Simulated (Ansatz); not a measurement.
# SnO2 under changes of volume

One of the cells (14.496 Å³/atom); the others are scaled copies at fixed shape and fractional positions:

```xyz
3
Lattice="1.6171 0.9336 4.8006 -1.6171 0.9336 4.8006 0.0000 -1.8673 4.8006" Properties=species:S:1:pos:R:3 pbc="T T T"
Sn    0.0000    0.0000    7.2009
O     0.0000    0.0000   10.9861
O     0.0000    0.0000    3.4157
```

Measurements of this composition are mostly on another form, of space group No. 136.

* Program: Ansatz 0.2.0
* Functional: r2SCAN
* Potentials or basis: Ansatz PAW
* Cutoff: 500 eV (not typed: the program's choice for these potentials)
* k mesh: 10 × 10 × 10
* Occupations: fermi-dirac, width 0.05 eV
* Spin: no spin polarisation

```tsv
volume (Å³/atom)	energy over the lowest point (meV/atom)	pressure (GPa)	gap on the mesh (eV)	largest force (eV/Å)
13.626	?	?	?	?
13.916	0.00	-1.0	2.73	0.177
14.206	4.88	-4.3	2.58	0.414
14.496	15.32	-7.2	2.43	0.631
14.785	30.66	-9.7	2.30	0.829
15.075	50.36	-12.0	2.17	1.010
15.365	73.92	-14.0	2.05	1.174
```

Task: What does the run at 13.626 Å³/atom give?

Result: Energy over the lowest point 1.36 meV/atom; pressure 2.6 GPa; gap on the mesh 2.89 eV; largest force 0.084 eV/Å.

Worked out: A Birch-Murnaghan fit of order 3 (a polynomial in V^(-2/3)) to the other rows has its minimum at 13.83 Å³/atom, just outside them, with B0 = V·E''(V) = 172 GPa and B' = 4.9 at fixed shape and positions, which overstates the stiffness. It gives 1.44 meV/atom at 13.626 Å³/atom, against the run's 1.36, and -dE/dV = 2.7 GPa, against 2.6. A straight line through the other rows of the gap, of slope -6.87 eV per unit of ln V, extrapolates to 2.87 eV, against the run's 2.89.

Energies are extrapolated to zero smearing.

Caveats: spin-orbit coupling is left out, which moves the levels of the heavy elements; the PAW data sets come from PBE, with cores solved anew for the run's functional, which leaves a small shift of forces and pressure; forces of over 1 eV/Å show positions far from the minimum, so gaps and moduli don't describe the material at rest (some runs).

A mesh can miss the band edges.
